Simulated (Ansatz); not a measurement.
Take a crystal in which Tl has been replaced by Sc on all its sites, with the cell rescaled by a rough guess (in some cases also distorted within its space group) and nothing relaxed:

```
Sc
1.0
     0.00000    2.78552    2.78552
     2.78552    0.00000    2.78552
     2.78552    2.78552    0.00000
Sc
1
Cartesian
  0.0000 0.0000 0.0000
```

Theory: DFT PBEsol, scalar-relativistic, plane waves, PAW in Ansatz 0.2.0.

Settings: cutoff 420 eV, Γ-centred mesh 14×14×14 on the computed 1-atom cell, Gaussian smearing of 0.10 eV; no spin polarisation.

Will this cell want to expand or contract, and how hard?

The pressure is -11.5 GPa (positive in compression), so the cell would contract.

Is it a metal on this mesh?

Yes, a band crosses the Fermi level.

Spin polarisation was left out, and a magnetic state may lie lower.

This fcc form isn't the element's structure at ambient conditions.